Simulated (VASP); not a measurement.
The system is Te.

```
Te
1.0
     4.31103    0.00000    0.00000
    -2.15551    3.73346    0.00000
     0.00000    0.00000    5.97374
Te
3
Direct
  0.28531 0.00000 0.33333
  0.00000 0.28531 0.66667
  0.71469 0.71469 0.00000
```

Base run:

| Property | Result |
| --- | --- |
| Program | VASP 6.6.1 |
| Functional | TB-mBJ |
| Potentials or basis | VASP PAW PBE potentials, release 64 (Te) |
| Cutoff | 520 eV |
| k mesh | 9 × 9 × 6 |
| Occupations | gaussian, width 0.03 eV |
| Spin | no spin polarisation |

Its results: band gap on the k mesh 0.19 eV, direct.

**Question.** The run is repeated on the same cell with these changes: functional from TB-mBJ to r2SCAN. What comes out?

**Answer.** Band gap on the k mesh 0.13 eV, direct.

Caveats: spin-orbit coupling is left out, which moves the levels of the heavy elements.
